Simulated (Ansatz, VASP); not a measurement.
One calculation of Ge, two programs

```
Ge
1.0
     0.00000    2.88439    2.88439
     2.88439    0.00000    2.88439
     2.88439    2.88439    0.00000
Ge
2
Cartesian
  4.3266 4.3266 4.3266
  2.8844 2.8844 2.8844
```

Change from the starting cell: volume scaled by 1.06.

Alike in both runs: task single point; functional RPBE; k mesh 8 × 8 × 8; occupations fermi-dirac, width 0.05 eV; collinear spin.

|  | VASP | Ansatz |
| --- | --- | --- |
| version | VASP 6.6.1 | Ansatz 0.2.0 |
| potentials or method | VASP PAW PBE potentials, release 64 (Ge_d), cutoff 520 eV | all-electron LAPW, scalar-relativistic |

|  | VASP | Ansatz | Ansatz less VASP |
| --- | --- | --- | --- |
| gap on the k mesh at the Fermi level (eV) | none | none | - |
| pressure (GPa) | 1.4 | 1.4 | -0.01 |
| net moment per atom (μB) | 0.00 | 0.00 | 0.000 |

A gap of «none» marks a metal or a gap that the smearing closes. Ansatz ran all-electron here, so the differences hold the error of VASP's frozen core and of both bases.

Caveats: the PAW data sets were made with another functional, which shifts forces and pressure a little (VASP); the starting moments weren't kept (Ansatz).
